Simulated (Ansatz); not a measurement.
Input of an Ansatz 0.2.0 run:

input.yaml

```yaml
crystal:
  lattice:
    - [0.0, 2.9305, 2.9305]
    - [2.9305, 0.0, 2.9305]
    - [2.9305, 2.9305, 0.0]
  atoms:
    - { symbol: In, position: [0.0, 0.0, 0.0] }
    - { symbol: P, position: [0.75, 0.75, 0.75] }
hamiltonian:
  xc: revpbe
  pseudopotentials: { kind: paw }
kpoints:
  mp_grid: { grid: [8, 8, 8] }
  band_path:
    path:
      - [[0.0, 0.0, 0.0], [0.5, 0.0, 0.5], [0.5, 0.25, 0.75], [0.375, 0.375, 0.75], [0.0, 0.0, 0.0], [0.5, 0.5, 0.5], [0.625, 0.25, 0.625], [0.5, 0.25, 0.75], [0.5, 0.5, 0.5], [0.375, 0.375, 0.75]]
      - [[0.625, 0.25, 0.625], [0.5, 0.0, 0.5]]
    npoints: 14
scf:
  occupations: { method: fermi_dirac, width: 0.05 }
  n_extra_bands: 6
output:
  forces: true
  stress: true
  eigenvalues: true
  fatbands: true
```

Potentials or basis: Ansatz PAW.

Launch:

```bash
$ ansatz run input.yaml --threads 2 --pin off --max-ram 5632MiB --backend cpu --events-out ev --progress --plain --runs-dir out
```

Question: Estimate the pressure.

Answer: 4.7 GPa.

Question: What does it give for the band gap along the path?

Answer: 0.81 eV, direct.

Levels at the corners of the path, in eV from the valence-band top:
```csv
point,band 7,band 8,band 9,band 10,band 11,band 12
Γ,0.00,0.00,0.00,0.81,4.13,4.13
X,-5.71,-2.31,-2.31,1.85,2.34,9.32
W,-5.56,-2.93,-2.88,4.36,4.41,5.64
K,-5.57,-3.27,-1.93,2.44,4.44,7.54
Γ,0.00,0.00,0.00,0.81,4.13,4.13
L,-5.69,-0.97,-0.97,1.58,4.85,4.85
U,-5.57,-3.27,-1.93,2.44,4.44,7.54
W,-5.56,-2.93,-2.88,4.36,4.41,5.64
L,-5.69,-0.97,-0.97,1.58,4.85,4.85
K,-5.57,-3.27,-1.93,2.44,4.44,7.54
U,-5.57,-3.27,-1.93,2.44,4.44,7.54
X,-5.71,-2.31,-2.31,1.85,2.34,9.32
```

Caveat: spin-orbit coupling is left out, which moves the levels of the heavy elements; the PAW data sets come from PBE, with cores solved anew for the run's functional, which leaves a small shift of forces and pressure.

**Experimental background.**

A printed reference work, data compilation reports, for a bulk crystal of InP at 1.6 K: band gap 1.4236 eV (direct).

A measured gap of InP is 1.4236 eV (direct; 1.6 K; a printed reference work, data compilation); the calculated 0.81 eV misses it by -0.61 eV. Spin-orbit coupling on In is left out. The value is that of revPBE, without temperature or zero-point motion. Semilocal functionals fall short of measured gaps as a rule.
